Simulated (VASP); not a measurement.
Sb:

```
CELL_PARAMETERS angstrom
3.08334 0.00000 0.00000
0.00000 3.08334 0.00000
0.00000 0.00000 3.08334
ATOMIC_POSITIONS crystal
Sb 0.00000 0.00000 0.00000
```

This isn't the form of Sb at room conditions, which is rhombohedral.

* Program: VASP 6.6.1
* Task: relaxation of cell and atoms
* Functional: PBEsol
* Potentials or basis: VASP PAW PBE potentials, release 64 (Sb)
* Cutoff: 600 eV
* k mesh: 14 × 14 × 14
* Occupations: gaussian, width 0.1 eV
* Spin: no spin polarisation

At the start: pressure -1.1 GPa; volume 29.31 Å³/atom.

Problem. How do energy, volume and symmetry change on relaxing?

Solution. Over 3 steps the energy falls by 2.1 meV/atom and the volume is 28.75 Å³/atom (-1.9 %); space group Pm-3m (No. 221, to 0.05 Å).

Step by step:
```csv
step,energy change (eV),largest force (eV/Å),pressure (GPa),volume (Å³)
1,0.0000,0.0000,-1.15,29.31
2,-0.0014,0.0000,0.70,28.43
3,-0.0021,0.0000,0.00,28.75
```

Final structure:
```
Sb
1.0
     3.06335    0.00000    0.00000
     0.00000    3.06335    0.00000
     0.00000    0.00000    3.06335
Sb
1
Cartesian
  0.0000 0.0000 0.0000
```

Caveat: the PAW data sets were made with another functional, which shifts forces and pressure a little.
